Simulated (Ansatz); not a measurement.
# LiLaC2O6 (C2/c):C_Li, thermodynamic levels from a 80-atom cell

Wanted: the transition levels of a antisite in LiLaC2O6 (C2/c), from a cell of 80 host atoms with 1 Li taken out and 1 C put in.

Program: Ansatz 0.2.0. Level of theory: place-levels on PBEsol runs: charge-transition levels and formation energies with image-charge correction and potential alignment at the atomic sites. Results are calculated unless marked as measured.

**1. The starting structure**

The cell holds 80 atoms: 7 Li, 17 C, 8 La and 48 O. Its edges and angles: a = 10.418 Å, b = 8.392 Å, c = 12.799 Å, α = 54.2°, β = 80.4°, γ = 85.0°. It derives from LiLaC2O6 (space group C2/c). Nearest the centre at fractional (0.251, 0.499, 0.501): C2 at 0.00 Å, O34 at 1.87 Å, O37 at 1.87 Å, O62 at 1.95 Å, O57 at 1.95 Å, C17 at 2.77 Å, C21 at 2.77 Å, C26 at 2.78 Å.

Known beforehand: the electronic dielectric constant, principal values (2.88, 3.39, 3.47), and the static one, principal values (8.50, 10.45, 10.91), from a response run on this crystal (DFPT, PBEsol) at that run's own cell.

The cell's shortest repeat is 8.4 Å.

**2. The runs of each charge state**

A transition level is the Fermi level at which two charge states cost the same, so each charge needs its own total energy, at its own relaxed structure.

Each atom starts 0.05 Å or so off its site in a random direction: a symmetric start keeps its symmetry, and would miss off-centre moves and Jahn–Teller distortions. Forces are taken at one point at (¼, ¼, ¼). The cell holds 1 electron fewer than the neutral one, with a uniform background that keeps it neutral on the whole.

The sampling was tested on the host first: at the k-points planned (1x1x1 shifted 0.25 0.25 0.25) its energy lies 0.000 eV an atom from the dense-mesh value, under the bound of 0.02 eV set for this test; that bounds the host's error, not the defect's.

One of the inputs; charge, spin and start change from state to state.

Contents of qp1.relax/input.yaml:

```yaml
crystal:
  lattice:
    - [-3.88472433, 7.84797109, 5.64448968]
    - [6.22569243, 0.0, 5.62788045]
    - [10.11041675, 7.84797109, -0.01660923]
  atoms:
    - { symbol: Li, position: [0.25080399, 0.49919601, 0.00080399] }
    - { symbol: C, position: [0.25080399, 0.49919601, 0.50080399] }
[... 7 atom lines left out ...]
    - { symbol: La, position: [0.02788434, 0.22211566, 0.77788434] }
    - { symbol: La, position: [0.52788434, 0.72211566, 0.27788434] }
[... 2 atom lines left out ...]
    - { symbol: La, position: [0.47211566, 0.27788434, 0.72211566] }
[... 2 atom lines left out ...]
    - { symbol: C, position: [0.07989325, 0.29152497, 0.47635008] }
[... 3 atom lines left out ...]
    - { symbol: C, position: [0.22635008, 0.9022317, 0.32989325] }
[... 4 atom lines left out ...]
    - { symbol: C, position: [0.42010675, 0.20847503, 0.52364992] }
[... 3 atom lines left out ...]
    - { symbol: C, position: [0.27364992, 0.5977683, 0.67010675] }
[... 3 atom lines left out ...]
    - { symbol: O, position: [0.11549579, 0.32393921, 0.55314621] }
[... 2 atom lines left out ...]
    - { symbol: O, position: [0.30314621, 0.75741878, 0.36549579] }
[... 3 atom lines left out ...]
    - { symbol: O, position: [0.38450421, 0.17606079, 0.44685379] }
[... 4 atom lines left out ...]
    - { symbol: O, position: [0.19685379, 0.74258122, 0.63450421] }
[... 10 atom lines left out ...]
    - { symbol: O, position: [0.42116346, 0.38500733, 0.49502308] }
[... 4 atom lines left out ...]
    - { symbol: O, position: [0.24502308, 0.44880613, 0.67116346] }
[... 3 atom lines left out ...]
    - { symbol: O, position: [0.45280464, 0.06854593, 0.63448832] }
[... 1 atom line left out ...]
    - { symbol: O, position: [0.95280464, 0.56854593, 0.63448832] }
    - { symbol: O, position: [0.38448832, 0.59416111, 0.20280464] }
    - { symbol: O, position: [0.38448832, 0.59416111, 0.70280464] }
[... 2 atom lines left out ...]
    - { symbol: O, position: [0.04719536, 0.43145407, 0.36551168] }
[... 3 atom lines left out ...]
    - { symbol: O, position: [0.11551168, 0.90583889, 0.29719536] }
[... 2 atom lines left out ...]
    - { symbol: O, position: [0.61551168, 0.40583889, 0.79719536] }
  host:
    repeats: [1, 1, 1]
    atoms:
      - { symbol: Li, position: [0.25080399, 0.49919601, 0.00080399] }
      - { symbol: Li, position: [0.25080399, 0.49919601, 0.50080399] }
      # ... 78 more atoms of the perfect host
total_charge: 1
basis:
  ecutwfc: 420
  xc_grid: 2
hamiltonian:
  xc: pbesol
kpoints:
  mp_grid: { grid: [1, 1, 1], shift: [0.25, 0.25, 0.25] }
scf:
  occupations: { method: fixed }
  max_iter: 100
output:
  forces: true
  charged_corrections:
    epsilon: [[3.25, 0.0, 0.29], [0.0, 3.39, 0.0], [0.29, 0.0, 3.1]]
    static_epsilon: [[10.11, 0.0, 1.14], [0.0, 10.45, 0.0], [1.14, 0.0, 9.3]]
    defect_position: [0.250804, 0.499196, 0.500804]
relax:
  f_tol: 0.02
  max_steps: 80
  random_displacement: { amplitude: 0.05, seed: 1595 }
checkpoint:
  write: "../qp1.relax.run"
  compress: false
  write_wavefunctions: true
  write_every: 100000
```

The run is started by

```sh
$ ansatz run input.yaml --threads 4 --pin off --max-ram 7536MiB --backend cpu --events-out ev --progress --plain --runs-dir out
```

Defect states can disperse in a cell of this size, so the energy is taken again at a 2×2×2 shifted mesh, on the relaxed structure.

The run of this state that the levels use, under PBEsol:

Contents of qp1.point/input.yaml:

```yaml
crystal:
  checkpoint: "../qp1.relax.run"
  host: checkpoint
total_charge: 1
basis:
  ecutwfc: 420
  xc_grid: 2
hamiltonian:
  xc: pbesol
kpoints:
  mp_grid: { grid: [2, 2, 2], shift: [0.5, 0.5, 0.5] }
scf:
  occupations: { method: fermi_dirac, width: 0.01 }
  max_iter: 100
output:
  forces: true
  eigenvalues: true
  charged_corrections:
    epsilon: [[3.25, 0.0, 0.29], [0.0, 3.39, 0.0], [0.29, 0.0, 3.1]]
    static_epsilon: [[10.11, 0.0, 1.14], [0.0, 10.45, 0.0], [1.14, 0.0, 9.3]]
    defect_position: [0.250804, 0.499196, 0.500804]
  eigenstates: { localisation: true }
  populations: true
  band_densities: [{ bands: [v1, v1] }, { bands: [c1, c1] }]
  write_density: true
  write_potential: true
  volumetric_format: npy
  elf: true
checkpoint:
  read: "../qp1.relax.run"
  write: "../qp1.point.run"
  compress: false
  write_wavefunctions: false
  write_every: 100000
```

Relaxations under PBEsol at one point at (¼, ¼, ¼); times on 4 threads of Arm Neoverse V1, shared host:

| charge | moment (μB) | occupations | outcome | steps | largest displacement against the far atoms (Å) | time |
| --- | --- | --- | --- | --- | --- | --- |
| 0 | 1 | fixed | converged | 30 | 1.20 | 16 min |
| +1 | 0 | fixed | converged | 27 | 0.97 | 6.8 min |
| +2 | 1 | fixed | not converged | - | - | 3.4 min |
| +2 | 1 | fermi-dirac | converged | 19 | 0.50 | 13 min |
| +3 | 0 | fixed | not converged | - | - | 72 s |
| +3 | 0 | fermi-dirac | converged | 14 | 0.56 | 4.2 min |
| +3 | 2 | fixed | not converged | 5 | - | 7 min |
| +3 | 2 | fermi-dirac | converged | 16 | 0.50 | 16 min |

Single points under PBEsol at a 2×2×2 shifted mesh; times on 4 threads of Arm Neoverse V1, shared host:

| charge | moment (μB) | occupations | outcome | time |
| --- | --- | --- | --- | --- |
| 0 | 1 | fermi-dirac | converged | 3.1 min |
| +1 | 0 | fermi-dirac | converged | 88 s |
| +2 | 1 | fermi-dirac | converged | 3 min |
| +3 | 0 | fermi-dirac | converged | 91 s |
| +3 | 2 | fermi-dirac | converged | 4.7 min |

Distances (Å) from C2 to the nearest atoms after relaxation with PBEsol:

| charge | moment (μB) | 1. | 2. | 3. | 4. | 5. | 6. |
| --- | --- | --- | --- | --- | --- | --- | --- |
| 0 | 1 | O 1.42 | O 1.43 | C 2.39 | C 2.42 | La 2.57 | O 2.73 |
| +1 | 0 | O 1.36 | O 1.36 | C 2.41 | C 2.43 | O 2.53 | O 2.62 |
| +2 | 1 | O 1.37 | O 1.39 | O 1.40 | C 2.45 | C 2.46 | O 2.50 |
| +3 | 0 | O 1.39 | O 1.39 | O 1.42 | O 1.42 | C 2.54 | C 2.54 |
| +3 | 2 | O 1.37 | O 1.38 | O 1.40 | C 2.45 | C 2.46 | C 2.53 |

**3. Levels against the band edges, PBEsol**

A charged cell interacts with its images and the background, and its potential has another zero than the host's. place-levels removes the first by a point-charge model, screened by the static dielectric constant since the ions have relaxed around the charge, and the second by comparing potentials at atoms far from the defect.

The host is a run of the defect-free crystal in the same cutoffs, grids and k-points, so that basis and sampling errors cancel in part in the differences. Its band edges come from a run of the primitive cell that searches the zone for them. The host is run in a cell of 40 atoms on a matching mesh. Chemical potentials are energies per atom of Li (bcc) and C (diamond), run with the same functional and cutoff. Carbon is taken as diamond, which semilocal functionals can put about 0.1 eV an atom over graphite.

Contents of levels.point.yaml:

```yaml
host:
  run: host.point.run
  levels_from: { run: edges.point.run }
states: [q0_M1.point.run, qp1.point.run, qp2_M1.point.run, qp3.point.run, qp3_M2.point.run]
geometry_from:
  q0_M1.point.run: q0_M1.relax.run
  qp1.point.run: qp1.relax.run
  qp2_M1.point.run: qp2_M1.relax_smeared.run
  qp3.point.run: qp3.relax_smeared.run
  qp3_M2.point.run: qp3_M2.relax_smeared.run
  host.point.run: host.relax.run
chemical_potentials:
  Li:
    energy: -202.99658
    dataset: "<sha256 of the dataset>"
  C:
    energy: -246.667945
    dataset: <sha256 of the dataset>
epsilon:
  - [3.25, 0.0, 0.29]
  - [0.0, 3.39, 0.0]
  - [0.29, 0.0, 3.1]
static_epsilon:
  - [10.11, 0.0, 1.14]
  - [0.0, 10.45, 0.0]
  - [1.14, 0.0, 9.3]
vertical:
  - { from: qp1.point.run, to: qp1.point_neutral.run }
  - { from: qp2_M1.point.run, to: qp2_M1.point_neutral.run }
  - { from: qp3.point.run, to: qp3.point_neutral.run }
  - { from: qp3_M2.point.run, to: qp3_M2.point_neutral.run }
```

The run is started by

```sh
$ ansatz place-levels levels.point.yaml -- --threads 4 --pin off --max-ram 7536MiB
```

Numbers of over 12 decimals in the logs are rounded to 6 here.

Output:

```text
[... repeated set-up lines and file paths are left out, and long positions are rounded to six places ...]
(+3/+2) 1.818 eV above the valence edge, 2.644 eV under the conduction edge; not on the lower envelope
(+2/+1) 1.043 eV above the valence edge, 3.419 eV under the conduction edge; not on the lower envelope
(+1/0) 2.556 eV above the valence edge, 1.905 eV under the conduction edge
(+3/+1) 1.430 eV above the valence edge, 3.031 eV under the conduction edge: charges between them are lowest nowhere
formation energy of charge +3: +2.975 eV with the Fermi level at the valence edge
formation energy of charge +2: +4.793 eV with the Fermi level at the valence edge
formation energy of charge +1: +5.836 eV with the Fermi level at the valence edge
formation energy of charge 0: +8.393 eV with the Fermi level at the valence edge
vertical +1 to 0: no energy, since no alignment is typed
  the change from vertical[0].from (qp1.point.run) to vertical[0].to (qp1.point_neutral.run): by its potential at epsilon [[3.25, 0, 0.29], [0, 3.39, 0], [0.29, 0, 3.1]] it stands at 0.140 0.479 0.564, with an rms radius of about 2.0 Å (1.1 1.1 1.2 Å across [...]
vertical +2 to 0: no energy, since no alignment is typed
  the change from vertical[1].from (qp2_M1.point.run) to vertical[1].to (qp2_M1.point_neutral.run): by its potential at epsilon [[3.25, 0, 0.29], [0, 3.39, 0], [0.29, 0, 3.1]] it stands at 0.259 0.425 0.556, with an rms radius of about 3.5 Å (2.2 1.7 2.1 Å [...]
vertical +3 to 0: no energy, since no alignment is typed
  the change from vertical[2].from (qp3.point.run) to vertical[2].to (qp3.point_neutral.run): by its potential at epsilon [[3.25, 0, 0.29], [0, 3.39, 0], [0.29, 0, 3.1]] it stands at 0.249 0.353 0.499, with an rms radius of about 4.6 Å (2.7 2.6 2.7 Å across [...]
[...]
of states[0] (q0_M1.point.run): its displacements don't fall off away from the defect: farther atoms stand 0.078 Å off the host's places. [...]
  of states[4] (qp3_M2.point.run): it parts from the run that its charge is read beside by 3 carriers, of which the mean alone is read, by the spins about the atoms: that is narrow, but one of them can be a band state's beside narrower ones, where a level is [...]
  of vertical[0].from (qp1.point.run): its displacements don't fall off away from the defect: farther atoms stand 0.065 Å off the host's places. [...]
  of vertical[0].to (qp1.point_neutral.run): its displacements don't fall off away from the defect: farther atoms stand 0.065 Å off the host's places. [...]
  of vertical[1].from (qp2_M1.point.run): its displacements don't fall off away from the defect: farther atoms stand 0.072 Å off the host's places. [...]
  vertical[1].to (qp2_M1.point_neutral.run): levels filled in part (TS 0.010 eV): its energy is of no whole electron's
  of vertical[1].to (qp2_M1.point_neutral.run): its displacements don't fall off away from the defect: farther atoms stand 0.072 Å off the host's places. [...]
  of vertical[2].from (qp3.point.run): its displacements don't fall off away from the defect: farther atoms stand 0.038 Å off the host's places. [...]
  vertical[2].to (qp3.point_neutral.run): levels filled in part (TS 0.011 eV): its energy is of no whole electron's
  of vertical[2].to (qp3.point_neutral.run): its displacements don't fall off away from the defect: farther atoms stand 0.038 Å off the host's places. [...]
  vertical[3].from (qp3_M2.point.run): levels filled in part (TS 0.006 eV): its energy is of no whole electron's
  of vertical[3].from (qp3_M2.point.run): its displacements don't fall off away from the defect: farther atoms stand 0.065 Å off the host's places. [...]
  vertical[3].to (qp3_M2.point_neutral.run): levels filled in part (TS 0.011 eV): its energy is of no whole electron's
  of vertical[3].to (qp3_M2.point_neutral.run): its displacements don't fall off away from the defect: farther atoms stand 0.065 Å off the host's places. [...]
```

The job ended after 0.73 s (4 threads of Arm Neoverse V1, shared host).

Levels between the charges placed, in eV above the valence top:

|  | gap (eV) | (+3/+2) | (+2/+1) | (+1/0) |
| --- | --- | --- | --- | --- |
| PBEsol | 4.46 | 1.82 | 1.04 | 2.56 |

Corrections by state:

| charge | moment (μB) | image terms and alignment (eV) | band filling (eV) | ε used | over the lowest of its charge, as the program ranks them, band filling apart (eV) |
| --- | --- | --- | --- | --- | --- |
| +3 | 0.0 | 1.473 | - | principal values (8.50, 10.45, 10.91) | 0.000 |
| +2 | 1.0 | 0.658 | - | principal values (8.50, 10.45, 10.91) | 0.000 |
| +1 | 0.0 | 0.198 | - | principal values (8.50, 10.45, 10.91) | 0.000 |
| 0 | 1.0 | 0.000 | - | - | 0.000 |
| +3 | 2.0 | 1.326 | - | principal values (8.50, 10.45, 10.91) | 2.352 |

The charged structures listed were also run neutral, and place-levels reads from each pair, by the potential or the spins, how wide the charge is by which they differ; that can be the carrier of either run.

| charge | rms radius (Å) | spread where it is widest against the cell (Å) | wide from (Å) | reading |
| --- | --- | --- | --- | --- |
| +3 | 4.6 | 2.55 | 1.18 | wide |
| +2 | 3.5 | 1.66 | 1.18 | wide |
| +1 | 2.0 | 1.13 | 1.18 | narrow |

The neutral runs of these pairs need not share the spin of the lowest neutral state, and very wide values only mean spread over the cell.

From the program's caveats on the states, each cut to its opening words:

- charge +3: it parts from the run at its places by a charge that spreads by about 2.6 Å along one vector (1.2 Å or more is wide), by its potential at epsilon [[3.25, 0, [...]
- charge +3: its alignment with the host at atomic sites is doubtful: the mean over the far sites moves by +0.2830 eV from their farther parts to their nearer, more than [...]
- charge +3: the far atoms show a dipole or second moment of the defect's charge, for which the correction takes or leaves out 0.245 eV: further moments aren't read, and [...]
- charge +3: its displacements don't fall off away from the defect: farther atoms stand 0.038 Å off the host's places
- charge +2 (1 μB): it parts from the run at its places by a charge that spreads by about 1.7 Å along one vector (1.2 Å or more is wide), by its potential at epsilon [[3.25, 0, [...]
- charge +2 (1 μB): its alignment with the host at atomic sites is doubtful: the mean over the far sites moves by +0.1858 eV from their farther parts to their nearer, more than [...]
- charge +2 (1 μB): the far atoms show a dipole or second moment of the defect's charge, for which the correction takes or leaves out 0.105 eV: further moments aren't read, and [...]
- charge +2 (1 μB): its displacements don't fall off away from the defect: farther atoms stand 0.072 Å off the host's places
- charge +2 (1 μB), 0 (1 μB): flagged: stability check not made
- charge +1: its alignment with the host at atomic sites is doubtful: the mean over the far sites moves by +0.1145 eV from their farther parts to their nearer, more than [...]
- charge +1: the far atoms show a dipole or second moment of the defect's charge, for which the correction takes or leaves out 0.054 eV: further moments aren't read, and [...]
- charge +1, +3 (2 μB): its displacements don't fall off away from the defect: farther atoms stand 0.065 Å off the host's places
- charge 0 (1 μB): its displacements don't fall off away from the defect: farther atoms stand 0.078 Å off the host's places
- charge +3 (2 μB): it parts from the run that its charge is read beside by 3 carriers, of which the mean alone is read, by the spins about the atoms: that is narrow, but one of [...]

Chemical potentials of the elements' reference phases, run alike. Formation energy by charge state (elemental references; gap 4.46 eV):

| charge | at valence top (eV) | at conduction bottom (eV) | correction included (eV) |
| --- | --- | --- | --- |
| +3 | 2.98 | 16.36 | 1.47 |
| +2 | 4.79 | 13.72 | 0.66 |
| +1 | 5.84 | 10.30 | 0.20 |
| 0 | 8.39 | 8.39 | 0.00 |

```csv
Fermi level (eV),lowest formation energy (eV)
0.00,2.98
0.41,4.19
0.81,5.41
1.22,6.62
1.62,7.46
2.03,7.86
2.44,8.27
2.84,8.39
3.25,8.39
3.65,8.39
4.06,8.39
4.46,8.39
```

**4. Summary of results**

| Property | Result |
| --- | --- |
| gap of the host | 4.46 eV (PBEsol) |
| level (plus 3/plus 2) | 1.82 eV above the valence top, not a change between lowest states |
| level (plus 2/plus 1) | 1.04 eV above the valence top, not a change between lowest states |
| level (plus 1/0) | 2.56 eV above the valence top |
| level (plus 3/plus 1) | 1.43 eV above the valence top |
| lowest of the charges placed, just above the valence top (0.02 eV) | +3 |
| lowest of the charges placed, just below the conduction bottom (0.02 eV) | 0 |
| lowest formation energy at mid-gap of the charges run, elemental references | 8.07 eV |

**Reading.** Of the charges placed (0, +1, +2 and +3), the lowest changes at 1.43 eV (+3/+1) and 2.56 eV (+1/0) above the valence top, in a gap of 4.46 eV. (+3/+1) passes over charge +2, which lies 0.39 eV above the two there; a lower structure or spin state of it, if missed, would change that. Charges above +3 and below 0 were not placed, so these runs say nothing of levels that involve them. States placed: +3 at 0 μB and 2 μB; +2 at 1 μB; +1 at 0 μB; 0 at 1 μB. Other spin states or structures, where not listed, weren't placed. At charge 0 and +1 the atom put in ends up to 1.2 Å from its starting place, so the name tells the start alone and the levels can join different sites. The program doubts the alignment of potentials for at least one state, a sign that the cell is small. What this leaves open: the images are only 8.4 Å apart; PBEsol makes the gap too small and tends to spread out bound carriers; where a gas molecule sets a chemical potential or the host's formation energy, its binding is uncorrected; spin–orbit coupling, which can matter with heavy atoms, is left out.

[Logs are printed without paths, hosts, clocks, repeated set-up lines and the standing remarks that a program may print on its own settings, such as how far it seeks lower states.]

[Hosts, paths, dates, database ids (printed as entryN), source tags and the programs' standing remarks are cut or masked in the printed files.]

[Where a table of states has a column of steps, it counts the stored structures, which are thinned; the runs took as many ionic steps or more.]

[A defect's name tells the site on which it was built; relaxed atoms can leave that site.]

[For some hosts the program warned that the k-mesh of the response run may be too coarse for force constants and the static dielectric constant; such warnings are not shown here.]
